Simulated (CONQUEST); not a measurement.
SnO:

```
Sn O
1.0
     3.35500    0.00000    0.00000
     0.00000    4.22197    0.00000
     0.00000    0.00000    5.67410
Sn O
2 2
Direct
  0.50000 0.01314 0.23191
  0.00000 0.51314 0.76809
  0.50000 0.23686 0.89125
  0.00000 0.73686 0.10875
```

The cell comes from a database or a generator and needn't be the stable form of this composition.

| Property | Result |
| --- | --- |
| Program | CONQUEST 1.3 |
| Task | single point |
| Functional | PBEsol |
| Potentials or basis | PseudoDojo NC PBEsol, DZP, grid cutoff 150 Ha |
| k mesh | 8 × 6 × 5 |
| Occupations | fermi-dirac, width 0.05 eV |
| Spin | no spin polarisation |

On this cell: pressure -0.4 GPa; largest force 0.136 eV/Å; band gap on the k mesh 1.38 eV, indirect (least direct gap 1.98 eV).

The same run follows on a disturbed copy (atoms moved at random, drawn with an rms of 0.05 Å):

```
CELL_PARAMETERS angstrom
3.35500 0.00000 0.00000
0.00000 4.22197 0.00000
0.00000 0.00000 5.67410
ATOMIC_POSITIONS crystal
Sn 0.51597 0.00432 0.23305
Sn 0.99489 0.51736 0.76929
O 0.50538 0.24849 0.89114
O 0.99146 0.74462 0.11166
```

What does the disturbed cell give?

The energy moves by +17.7 meV/atom; pressure 1.0 GPa; largest force 1.143 eV/Å; band gap on the k mesh 1.40 eV, indirect (least direct gap 2.01 eV).

Forces on the atoms (eV/Å):
```
Sn  -0.726  0.810  0.353
Sn   0.255  0.204 -0.248
O   -0.266 -0.410  0.339
O    0.736 -0.609 -0.465
```

Stress tensor (GPa, compression positive):
```
 2.56 -0.86 -1.16
-0.86  0.43  1.24
-1.16  1.24  0.14
```

Caveats: spin-orbit coupling is left out, which moves the levels of the heavy elements; an odd mesh through Γ misses points on the zone boundary, where band edges often lie; the basis of atomic orbitals isn't converged, which shifts pressures, moduli and gaps.
